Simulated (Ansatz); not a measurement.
# BAs: band gap under strain

How does strain move the band edges of BAs in the zincblende structure, and do the functionals agree on it? States: no strain; -4.0 % strain along z alone; -3.0 % strain along z alone.

The runs shown are made with Ansatz 0.2.0. PAW datasets, plane waves. The values are computed, spin-unpolarised, and not measurements.

## (1) Starting point

The unstrained cell was relaxed with r2SCAN; in each strained cell the atoms were relaxed again with r2SCAN. Names of k-points are those of the unstrained zone, where strain can split equivalent points. First state: no strain.

The symmetry is F-43m (No. 216, cubic); conventional cell a = 4.784 Å, 13.68 Å³ an atom. B has 4 As at 2.07 Å; As has 4 B at 2.07 Å.

The structure in full:

```cif
data_structure
_symmetry_space_group_name_H-M 'F-43m'
_symmetry_Int_Tables_number 216
_cell_length_a 4.7837
_cell_length_b 4.7837
_cell_length_c 4.7837
_cell_angle_alpha 90.000
_cell_angle_beta 90.000
_cell_angle_gamma 90.000
_cell_volume 109.47
loop_
_atom_site_label
_atom_site_type_symbol
_atom_site_symmetry_multiplicity
_atom_site_Wyckoff_symbol
_atom_site_fract_x
_atom_site_fract_y
_atom_site_fract_z
_atom_site_occupancy
B1 B 4 a 0.00000 0.00000 0.00000 1
As1 As 4 d 0.25000 0.25000 0.75000 1
```

## (2) No strain: PBE

The input, input.yaml:

```yaml
crystal:
  lattice:
    - [0.0, 2.3918676041, 2.3918676041]
    - [2.3918676041, 0.0, 2.3918676041]
    - [2.3918676041, 2.3918676041, 0.0]
  atoms:
    - { symbol: B, position: [0.0, 0.0, 0.0] }
    - { symbol: As, position: [0.25, 0.25, 0.25] }
kpoints:
  mp_grid: { grid: [10, 10, 10] }
  band_path:
    path:
      - [0.0, 0.0, 0.0]
      - [-0.5, -0.5, 0.0]
      - [-0.375, -0.375, 0.25]
      - [-0.375, 0.0, 0.375]
      - [0.0, 0.0, 0.5]
      - [-0.5, -0.25, 0.25]
      - [0.0, 0.398437, 0.398438]
    npoints: 1
hamiltonian:
  xc: pbe
scf:
  occupations: { method: fermi_dirac, width: 0.02 }
  n_extra_bands: 4
output:
  forces: true
  stress: true
  eigenvalues: true
  write_density: true
  write_potential: true
  elf: true
  volumetric_format: npy
```

Started as:

```console
$ ansatz run input.yaml --threads 2 --pin off --max-ram 29491MiB --backend cpu --events-out ev --progress --plain --runs-dir out
```

After this run come: No strain: r2SCAN; No strain: HSE06; No strain: r2SCAN+SOC; No strain: r2SCAN; No strain: G0W0@PBE; -4.0 % strain along z alone: PBE; -4.0 % strain along z alone: r2SCAN; -4.0 % strain along z alone: HSE06; -4.0 % strain along z alone: r2SCAN+SOC; -4.0 % strain along z alone: r2SCAN; -4.0 % strain along z alone: G0W0@PBE; -3.0 % strain along z alone: PBE; -3.0 % strain along z alone: r2SCAN; -3.0 % strain along z alone: HSE06; -3.0 % strain along z alone: r2SCAN+SOC; -3.0 % strain along z alone: r2SCAN; -3.0 % strain along z alone: G0W0@PBE.

Q: Predict the outcome of this session.

The runs gave:

Least gap in eV (negative: overlap), with the change from the unstrained cell in brackets. G0W0 is on its own coarse mesh.

| state | volume change (%) | PBE | r2SCAN | HSE06 | G0W0 |
| --- | --- | --- | --- | --- | --- |
| no strain | +0.0 | 1.19 | 1.39 | 1.83 | 1.91 |
| -4.0 % strain along z alone | -4.0 | 0.53 (-0.66) | 0.69 (-0.70) | 1.14 (-0.69) | 1.26 (-0.65) |
| -3.0 % strain along z alone | -3.0 | 0.70 (-0.49) | 0.87 (-0.52) | 1.32 (-0.51) | 1.42 (-0.49) |

In words: The largest move of the HSE06 gap in the table is -0.691 eV, under -4.0 % strain along z alone. PBE and HSE06 differ by 0.64 eV on the unstrained gap, and by at most 0.03 eV on its change: PBE follows the response to strain far better than the gap itself. G0W0 here is at a finite number of bands, screening cutoff and k mesh, not at the basis limit.
